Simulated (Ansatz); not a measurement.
Runs of Ansatz 0.2.0 on PbS. It takes space group Cmcm (No. 63, orthorhombic). The conventional cell has a = 4.160 Å, b = 11.983 Å, c = 4.279 Å, α = 90.00°, β = 90.00°, γ = 90.00°. Around Pb (site symmetry m2m) lie 5 S at 2.69 to 2.99 Å. S (site symmetry m2m) has 5 Pb at 2.69 to 2.99 Å as nearest neighbours. Measurements of this composition are mostly on another form, of space group No. 225.

```tsv
task	level	potentials or basis	cell	k mesh	cutoff (eV)	smearing	atoms under strain	points for each segment of the path	gap on the mesh (eV)	pressure (GPa)	largest force (eV/Å)
elastic constants	PBE	Ansatz PAW	as given	6 × 6 × 5	420	fixed	relaxed	-	(b)	(a)	-
band structure	PBE	Ansatz NC with PseudoDojo standard (PBE files)	as given	7 × 7 × 6	850	fermi-dirac 0.05 eV	-	14	1.26	1.1	0.10
single point	PBE	Ansatz PAW	as given	7 × 7 × 6	350	fermi-dirac 0.05 eV	-	-	1.25	1.1	0.10
relaxation of cell and atoms	exchange-only PBE	Ansatz PAW	relaxed	7 × 7 × 6	420	fermi-dirac 0.05 eV	-	-	1.68	0.0	-
band structure	PBE-EpsX	Ansatz PAW	as given	4 × 4 × 4	420	fermi-dirac 0.05 eV	-	4	1.64	0.5	0.01
```

Alike in all rows: no spin polarisation.

Problem. Fill in the values left out.

Solution. (a) 0.8; (b) 1.15.

Caveats: spin-orbit coupling is left out, which as a rule narrows the gap of such compounds by several tenths of an eV; odd divisions of the mesh miss points on the zone boundary, where band edges often lie, so the gap on the mesh can be too wide (some runs); the k mesh misses the band edges, so the gap on the mesh is wider than the one along the path (some runs); the PAW data sets come from PBE, with cores solved anew for the run's functional, which leaves a small shift of forces and pressure (some runs); the elastic tensor has a negative eigenvalue, so either the cell is unstable as it stands or the mesh is too thin (some runs); the cutoff lies under the one recommended for these potentials (some runs).

A k mesh can miss the band edges, and the runs leave out spin-orbit coupling on Pb.
